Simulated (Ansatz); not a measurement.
# C started in the widest void in diamond Si, 65 atoms, charge 0

How does the host give way around this defect, what does it cost to form, and which levels does it put into the gap? The levels of theory are PBEsol, HSE06 and r²SCAN.

All numbers are computed with Ansatz 0.2.0 (PAW, plane waves).

**1. The system as built**

65 atoms (64 Si, 1 C); a = 10.866 Å, b = 10.866 Å, c = 10.866 Å, α = 90.00°, β = 90.00°, γ = 90.00°. All atoms were shaken off their sites by about 0.02 Å along each axis. Defect site 1: (0.375, 0.375, 0.375).

The runs, in order: (2) PBEsol relaxation at the single k point (¼, ¼, ¼), on 7 threads of Arm Neoverse-V2; (3) HSE06 single point at the single k point (¼, ¼, ¼), on 7 threads of Arm Neoverse-V2; (4) r²SCAN single point at the single k point (¼, ¼, ¼), on 7 threads of Arm Neoverse-V2.

**2. Relaxing the atoms with PBEsol**

Input file in.yaml:

```yaml
crystal:
  lattice:
    - [10.865579, 0.000000, 0.000000]
    - [0.000000, 10.865579, 0.000000]
    - [0.000000, 0.000000, 10.865579]
  atoms:
    - { symbol: Si, position: [0.000091, 0.001804, 0.997769] }
    - { symbol: Si, position: [0.998670, 0.998939, 0.501540] }
    - { symbol: Si, position: [0.002261, 0.499421, 0.999830] }
    - { symbol: Si, position: [0.001886, 0.498470, 0.500170] }
    - { symbol: Si, position: [0.502521, 0.002841, 0.002458] }
    - { symbol: Si, position: [0.499705, 0.001400, 0.499894] }
    - { symbol: Si, position: [0.499294, 0.500480, 0.001327] }
    - { symbol: Si, position: [0.500853, 0.499212, 0.500224] }
    - { symbol: Si, position: [0.124729, 0.121430, 0.125164] }
    - { symbol: Si, position: [0.125432, 0.129898, 0.624610] }
    - { symbol: Si, position: [0.124846, 0.624894, 0.122284] }
    - { symbol: Si, position: [0.122423, 0.625407, 0.625480] }
    - { symbol: Si, position: [0.627059, 0.125868, 0.127158] }
    - { symbol: Si, position: [0.623843, 0.124487, 0.622178] }
    - { symbol: Si, position: [0.625240, 0.621714, 0.125829] }
    - { symbol: Si, position: [0.625698, 0.624656, 0.625670] }
    - { symbol: Si, position: [0.254162, 0.252414, 0.000624] }
    - { symbol: Si, position: [0.252150, 0.252879, 0.502109] }
    - { symbol: Si, position: [0.252057, 0.747944, 0.998284] }
    - { symbol: Si, position: [0.249623, 0.750649, 0.498384] }
    - { symbol: Si, position: [0.747842, 0.250375, 0.003499] }
    - { symbol: Si, position: [0.747557, 0.251728, 0.498380] }
    - { symbol: Si, position: [0.750457, 0.748094, 0.998682] }
    - { symbol: Si, position: [0.746314, 0.751328, 0.503341] }
    - { symbol: Si, position: [0.373041, 0.374711, 0.122760] }
    - { symbol: Si, position: [0.372248, 0.375015, 0.625337] }
    - { symbol: Si, position: [0.371771, 0.875172, 0.125165] }
    - { symbol: Si, position: [0.375773, 0.872493, 0.624710] }
    - { symbol: Si, position: [0.872520, 0.376522, 0.125283] }
    - { symbol: Si, position: [0.874301, 0.373210, 0.626451] }
    - { symbol: Si, position: [0.876184, 0.870081, 0.122943] }
    - { symbol: Si, position: [0.874074, 0.875837, 0.624802] }
    - { symbol: Si, position: [0.251048, 0.999903, 0.248594] }
    - { symbol: Si, position: [0.252745, 0.001329, 0.751176] }
    - { symbol: Si, position: [0.249142, 0.498648, 0.252651] }
    - { symbol: Si, position: [0.252384, 0.501131, 0.748345] }
    - { symbol: Si, position: [0.749633, 0.003526, 0.249642] }
    - { symbol: Si, position: [0.750234, 0.997844, 0.750488] }
    - { symbol: Si, position: [0.747297, 0.502066, 0.245379] }
    - { symbol: Si, position: [0.750669, 0.501214, 0.753886] }
    - { symbol: Si, position: [0.376871, 0.123225, 0.372805] }
    - { symbol: Si, position: [0.374681, 0.127584, 0.876416] }
    - { symbol: Si, position: [0.372287, 0.625095, 0.375987] }
    - { symbol: Si, position: [0.375940, 0.626187, 0.875044] }
    - { symbol: Si, position: [0.876363, 0.126152, 0.374868] }
    - { symbol: Si, position: [0.874333, 0.125833, 0.875685] }
    - { symbol: Si, position: [0.874531, 0.623491, 0.377749] }
    - { symbol: Si, position: [0.871753, 0.622496, 0.871639] }
    - { symbol: Si, position: [0.003036, 0.252991, 0.252325] }
    - { symbol: Si, position: [0.000534, 0.248567, 0.750728] }
    - { symbol: Si, position: [0.000399, 0.750268, 0.252240] }
    - { symbol: Si, position: [0.997486, 0.751442, 0.748964] }
    - { symbol: Si, position: [0.499519, 0.253254, 0.251688] }
    - { symbol: Si, position: [0.500957, 0.248116, 0.751198] }
    - { symbol: Si, position: [0.502807, 0.751969, 0.250212] }
    - { symbol: Si, position: [0.498018, 0.751662, 0.747761] }
    - { symbol: Si, position: [0.124332, 0.374948, 0.375415] }
    - { symbol: Si, position: [0.124727, 0.374169, 0.874060] }
    - { symbol: Si, position: [0.125218, 0.876474, 0.372366] }
    - { symbol: Si, position: [0.127630, 0.875101, 0.874425] }
    - { symbol: Si, position: [0.625697, 0.373773, 0.376020] }
    - { symbol: Si, position: [0.624207, 0.373436, 0.872152] }
    - { symbol: Si, position: [0.620682, 0.874063, 0.377684] }
    - { symbol: Si, position: [0.626812, 0.873502, 0.875670] }
    - { symbol: C, position: [0.374053, 0.374922, 0.376560] }
  symmetry: { detect: false }
kpoints:
  mp_grid: { grid: [1, 1, 1], shift: [0.25, 0.25, 0.25] }
hamiltonian:
  xc: pbesol
scf:
  occupations: { method: fermi_dirac, width: 0.01 }
relax:
  f_tol: 0.03
  max_steps: 80
  escape_saddle: false
  adjacent_minimum: "off"
output:
  forces: true
  eigenvalues: true
  populations: true
```

The run is started by

```console
ansatz run in.yaml --threads 7 --pin off --max-ram 26600MiB --runs-dir r --events-out ev --progress --plain
```

Further steps of the session: HSE06 on the final geometry; r²SCAN single point.

Q: Predict the outcome of this session. Wanted: for each run, formation energy; host gap; top filled to lowest empty.

**Answer**, as computed:

```
             level                     time  formation energy (eV)  host gap (eV)  top filled to lowest empty (eV)
PBEsol, relaxation    3 min (7 CPU threads)                   3.40           0.57                             0.45
             HSE06  3.9 min (7 CPU threads)                   3.81           1.32                             0.99
            r²SCAN     35 s (7 CPU threads)                   3.58           0.89                             0.60
```

| quantity | value |
| --- | --- |
| relaxation | 22 recorded steps, 3.10 eV gained |
| largest shift | 2.00 Å (C65) |

**Reading.** Relaxation gains 3.10 eV, with shifts up to 2.00 Å (C65). The formation energy goes from 3.40 eV (PBEsol) to 3.81 eV (HSE06). The reservoirs are the elements' reference phases; where the defect changes the composition, the value depends on that choice. r²SCAN puts 1 localised level over 0.1 eV inside the gap, at 0.17 (filled) eV, the tightest of them shared by about 7 atoms. Those within 0.2 eV of an edge lie within the error of lining up the edges. Exact exchange costs time: HSE06 ran about 6.8 times as long as r²SCAN on the same kind of device. The host's edges were read at Γ, so band-like levels at this k point need not coincide with them. Finite-cell errors of some tenths of an eV remain in such numbers.
